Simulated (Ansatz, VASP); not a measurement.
Ca: VASP beside Ansatz

```xyz
4
Lattice="4.3230 0.0000 0.0000 0.0000 4.3230 0.0000 0.0000 0.0000 23.4845" Properties=species:S:1:pos:R:3 pbc="T T T"
Ca    2.1615    2.1615    8.5000
Ca    0.0000    0.0000   10.6615
Ca    2.1615    2.1615   12.7449
Ca    0.0000    0.0000   14.9566
```

Alike in both runs: functional PBEsol; k mesh 7 × 7 × 1; occupations gaussian, width 0.1 eV; no spin polarisation.

Ansatz relaxed the structure, and its values are those at the end. VASP's run is a single point on that final structure, the one shown.

|  | VASP | Ansatz |
| --- | --- | --- |
| version | VASP 6.6.1 | Ansatz 0.2.0 |
| potentials or method | VASP PAW PBE potentials, release 64 (Ca_sv) | scalar-relativistic, plane waves, PAW |
| plane-wave cutoff (eV) | 520 | 420 |
| valence electrons in the cell | 40 | 40 |

```csv
,VASP,Ansatz,Ansatz less VASP
gap on the k mesh at the Fermi level (eV),none,none,-
rms of the force components (eV/Å),0.021,0.020,-0.0010
"work function, face that differs most (eV)",2.64,2.77,+0.129
```

A gap of «none» marks a metal or a gap that the smearing closes.

Caveats: the PAW data sets were made with another functional, which shifts forces and pressure a little (VASP).
